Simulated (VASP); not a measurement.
**CdGeAs2 under changes of volume**

One of the cells (25.807 Å³/atom); the others are scaled copies at fixed shape and fractional positions:

```
Cd As Ge
1.0
    -3.00867    3.00867    5.70181
     3.00867   -3.00867    5.70181
     3.00867    3.00867   -5.70181
Cd As Ge
2 4 2
Direct
  0.50000 0.50000 0.00000
  0.25000 0.75000 0.50000
  0.09622 0.12500 0.47122
  0.37500 0.90378 0.02878
  0.65378 0.62500 0.52878
  0.87500 0.34622 0.97122
  0.75000 0.25000 0.50000
  0.00000 0.00000 0.00000
```

The cell is a database's computed one.

- Program: VASP 6.6.1
- Functional: PBEsol
- Potentials or basis: VASP PAW PBE potentials, release 64 (Cd, As, Ge_d)
- Cutoff: 520 eV
- k mesh: 6 × 6 × 6
- Occupations: fermi-dirac, width 0.05 eV
- Spin: no spin polarisation

```tsv
volume (Å³/atom)	energy over the lowest point (meV/atom)	pressure (GPa)	largest force (eV/Å)
23.783	13.67	3.7	0.239
24.289	?	?	?
24.795	0.00	0.7	0.192
25.807	2.92	-1.6	0.148
26.313	9.53	-2.6	0.127
26.819	19.07	-3.5	0.107
```

**Question.** What does the run at 24.289 Å³/atom give?

**Answer.** Energy over the lowest point 4.53 meV/atom; pressure 2.1 GPa; largest force 0.216 eV/Å.

Worked out: A Birch-Murnaghan fit of order 3 (a polynomial in V^(-2/3)) to the other rows has its minimum at 25.10 Å³/atom with B0 = V·E''(V) = 61 GPa and B' = 4.6 at fixed shape and positions, which overstates the stiffness. It gives 4.52 meV/atom at 24.289 Å³/atom, against the run's 4.53, and -dE/dV = 2.1 GPa, against 2.1.

Energies are extrapolated to zero smearing.

Caveats: the PAW data sets were made with another functional, which shifts forces and pressure a little.
